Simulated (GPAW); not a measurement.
Input of a GPAW 26.7.0 run:

File run.py:

```python
from ase.dft.bandgap import bandgap
from ase.io import read, write
from ase.units import GPa
from gpaw import GPAW, PW, setup_paths

setup_paths.insert(0, '.')

atoms = read('GaN.xyz')

calc = GPAW(mode=PW(800),
            xc='LDA',
            kpts={'size': (6, 6, 2), 'gamma': True},
            occupations={'name': 'fermi-dirac', 'width': 0.05},
            setups={'Ga': 'jth', 'N': 'jth'},
            nbands=-16,
            convergence={'density': 1e-05, 'energy': 1e-05},
            maxiter=150,
            txt='gpaw.txt')
atoms.calc = calc
energy = atoms.get_potential_energy()
forces = atoms.get_forces()
stress = atoms.get_stress()
calc.write('gs.gpw')
write('result.traj', atoms)
print(f'Energy: {energy:.6f} eV')
print('Forces (eV/A):')
print(forces.round(4))
print('Stress (GPa):', (stress / GPa).round(3))
print('Fermi level:', round(calc.get_fermi_level(), 4), 'eV')
print(f'Gap: {bandgap(calc)[0]:.4f} eV, direct: {bandgap(calc, direct=True)[0]:.4f} eV')

path = atoms.cell.bandpath('GMKGALHA,LM,KH', npoints=60, eps=1e-4)
bs_calc = calc.fixed_density(kpts=path, symmetry='off', nbands=-31,
                             convergence={'bands': 'CBM+6.0', 'eigenstates': 1e-6}, txt='bands.txt')
bs = bs_calc.band_structure()
bs.write('bs.json')
print(f'Gap on the path: {bandgap(bs_calc)[0]:.4f} eV')
```

Contents of GaN.xyz:

```xyz
8
Lattice="3.2115377864 0.0000000000 0.0000000000 -1.6057688932 2.7812733083 0.0000000000 0.0000000000 0.0000000000 10.3568400000" Properties=species:S:1:pos:R:3 pbc="T T T"
Ga     0.0000000000      0.0000000000      8.1391091371
Ga     1.6057688934      0.9270911027      0.3868176172
Ga    -0.0000000002      1.8541822056      5.5652376172
Ga     0.0000000000      0.0000000000      2.9606891371
N      0.0000000000      0.0000000000      0.9635796799
N      1.6057688934      0.9270911027      3.5601119658
N      0.0000000000      0.0000000000      6.1419996799
N     -0.0000000002      1.8541822056      8.7385319658
```

Potentials or basis: JTH PAW 2.0, LDA, pw.

Launch:

```sh
$ OMP_NUM_THREADS=1 python run.py
```

Question: Predict the band gap on the k mesh.

Answer: 0.81 eV, direct.

Question: Estimate the largest force.

Answer: 0.232 eV/Å.

Question: Predict the band gap along the path.

Answer: 0.81 eV, direct.

Forces on the atoms (eV/Å):
```
Ga   0.000  0.000  0.047
Ga   0.000  0.000  0.111
Ga   0.000  0.000  0.111
Ga   0.000  0.000  0.047
N    0.000  0.000 -0.232
N    0.000  0.000  0.073
N    0.000  0.000 -0.232
N    0.000  0.000  0.073
```

Caveat: the k mesh is coarse; the program truncates these outside data sets.

**The experiment to reproduce.**

From “Studying electronic properties in GaN without electrical contacts using γ-γ vs e−-γ Perturbed Angular Correlations”, 2019, pmc:6823545, for a bulk crystal of GaN: band gap 3.503 ± 0.005 eV (direct).

A measured gap of GaN is 3.503 eV (direct; quoted in “Studying electronic properties in GaN without electrical contacts using γ-γ vs e−-γ Perturbed Angular Correlations”, 2019, pmc:6823545); the calculated 0.81 eV misses it by -2.69 eV. So large a miss can be the level of theory's own, or it may mean another phase, state or a wrong row. Spin-orbit coupling on Ga is left out. The value is that of LDA, without temperature or zero-point motion. Semilocal functionals fall short of measured gaps as a rule. The cell is a database's relaxed one, not the measured one, which moves gaps too.
